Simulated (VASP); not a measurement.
Crystal: ZrO2.

```xyz
6
Lattice="3.5961 0.0000 0.0000 0.0000 3.5961 0.0000 0.0000 0.0000 5.1770" Properties=species:S:1:pos:R:3 pbc="T T T"
Zr    0.0000    0.0000    0.0000
Zr    1.7980    1.7980    2.5885
O     0.0000    1.7980    1.0509
O     0.0000    1.7980    3.6394
O     1.7980    0.0000    1.5376
O     1.7980    0.0000    4.1261
```

- Program: VASP 6.6.1
- Task: relaxation of cell and atoms
- Functional: LDA
- Potentials or basis: VASP PAW LDA potentials, release 64 (Zr_sv, O)
- Cutoff: 600 eV
- k mesh: 8 × 8 × 6
- Occupations: gaussian, width 0.03 eV
- Spin: no spin polarisation

At the start: pressure -7.0 GPa; volume 11.16 Å³/atom.

Problem. Where does the relaxation end?

Solution. Over 13 steps the energy falls by 7.7 meV/atom and the volume is 10.79 Å³/atom (-3.3 %); space group P4_2/nmc (No. 137, to 0.05 Å).

The path:
| step | energy change (eV) | largest force (eV/Å) | pressure (GPa) | volume (Å³) |
| --- | --- | --- | --- | --- |
| 1 | 0.0000 | 0.0488 | -6.98 | 66.95 |
| 2 | 0.0642 | 0.3309 | 12.54 | 62.35 |
| 3 | -0.0413 | 0.0884 | -0.13 | 65.13 |
| 4 | -0.0413 | 0.0914 | -0.01 | 65.09 |
| 5 | -0.0427 | 0.0797 | -0.01 | 65.04 |
| 6 | -0.0454 | 0.0438 | 0.08 | 64.88 |
| 7 | -0.0454 | 0.0164 | 0.30 | 64.56 |
| 8 | -0.0462 | 0.0102 | 0.19 | 64.71 |
| 9 | -0.0459 | 0.0246 | -0.72 | 64.91 |
| 10 | -0.0464 | 0.0032 | -0.16 | 64.78 |
| 11 | -0.0464 | 0.0008 | -0.11 | 64.77 |
| 12 | -0.0463 | 0.0003 | 0.25 | 64.69 |
| 13 | -0.0464 | 0.0008 | 0.04 | 64.75 |

Final structure:
```
Zr O
1.0
     3.55997    0.00000    0.00000
     0.00000    3.55997    0.00000
     0.00000    0.00000    5.10881
Zr O
2 4
Direct
  0.00000 0.00000 0.00000
  0.50000 0.50000 0.50000
  0.00000 0.50000 0.20843
  0.00000 0.50000 0.70844
  0.50000 0.00000 0.29157
  0.50000 0.00000 0.79157
```
